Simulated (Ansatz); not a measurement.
Structure types of Lu compared at -0.54 GPa

Structure types of Lu are relaxed in primitive cells with their symmetry kept at -0.54 GPa, on PAW files; LAPW relaxes the small cells further and takes the PAW cell for the others (marked *). The enthalpy is E + pV at zero temperature, without zero-point motion. Only the types listed were tried, and differences under about 5 meV/atom are mesh noise.

All numbers are PBE results (scalar-relativistic) from Ansatz 0.2.0, with Fermi–Dirac smearing of 0.08 eV, no spin polarisation. Methods: LAPW: all electrons, basis error target 0.5 meV/atom; PAW: frozen-core files, cutoff 420 eV.

k meshes: fcc 14×14×14, bcc 14×14×14, hcp 13×13×7, simple hexagonal 13×13×12, dhcp 10×10×3, omega 7×7×9.

Spin–orbit coupling is left out, which matters for the heavy atoms.

**Question.** Which type is lowest in enthalpy, and by how much?

**Answer.** hcp, 21 meV/atom below dhcp. The whole table:

| start type | ends as | a, b, c (Å) | V (Å³/atom) | H − H(lowest), LAPW (meV/atom) | same, PAW |
| --- | --- | --- | --- | --- | --- |
| fcc | fcc, Fm-3m | 4.900, 4.900, 4.900 | 29.41 | 42.2 | 42.2 |
| bcc | bcc, Im-3m | 3.917, 3.917, 3.917 | 30.04 | 139.0 | 139.1 |
| hcp | hcp, P6_3/mmc | 3.521, 3.521, 5.497 | 29.50 | 0.0 | 0.0 |
| simple hexagonal | simple hexagonal, P6/mmm | 3.323, 3.323, 3.295 | 31.52 | 484.0 | 484.0 |
| dhcp* | dhcp, P6_3/mmc | 3.486, 3.486, 11.172 | 29.39 | 21.5 | 21.5 |
| omega | omega, P6/mmm | 5.451, 5.451, 3.429 | 29.41 | 90.6 | 90.6 |
